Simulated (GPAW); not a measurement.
Runs of GPAW 26.7.0 on RbCl. Symmetry: Fm-3m, No. 225, cubic system. Conventional cell: a = 6.548 Å, b = 6.548 Å, c = 6.548 Å, α = 90.00°, β = 90.00°, γ = 90.00°. Rb (site symmetry m-3m) has 6 Cl at 3.27 Å as nearest neighbours. Cl (site symmetry m-3m) has 6 Rb at 3.27 Å as nearest neighbours. 

```tsv
task	level	potentials or basis	k mesh	cutoff (eV)	smearing	maxiter	convergence	response ecut	frequency	extrapolate	gap on the mesh (eV)	pressure (GPa)
single point	PBEsol	PAW data sets generated in the run's folder for this functional, pw	7 × 7 × 7	600	fermi-dirac 0.05 eV	150	-	-	-	-	4.89	-0.1
single point	PBE	GPAW PAW data sets (gpaw-data 1.2.1), pw	6 × 6 × 6	450	fermi-dirac 0.05 eV	120	default	-	-	-	(a)	1.0
band structure	PBEsol	PAW data sets generated in the run's folder for this functional, pw	7 × 7 × 7	600	fermi-dirac 0.05 eV	150	-	-	-	-	4.89	-0.1
single point	LDA	the program's PAW data sets (release 1.2.1) made for this functional, pw	6 × 6 × 6	450	fermi-dirac 0.05 eV	120	default	-	-	-	4.60	-1.5
```

Alike in all rows: no spin polarisation; cell as given.

Question: Estimate the missing entries.

Answer: (a) 5.05.

Caveats: the cutoff is short for stress and forces, so pressures can be off by a GPa or more (some runs); an odd mesh through Γ misses points on the zone boundary, where band edges often lie (some runs).

A k mesh can miss the band edges, and the runs leave out spin-orbit coupling on Rb.
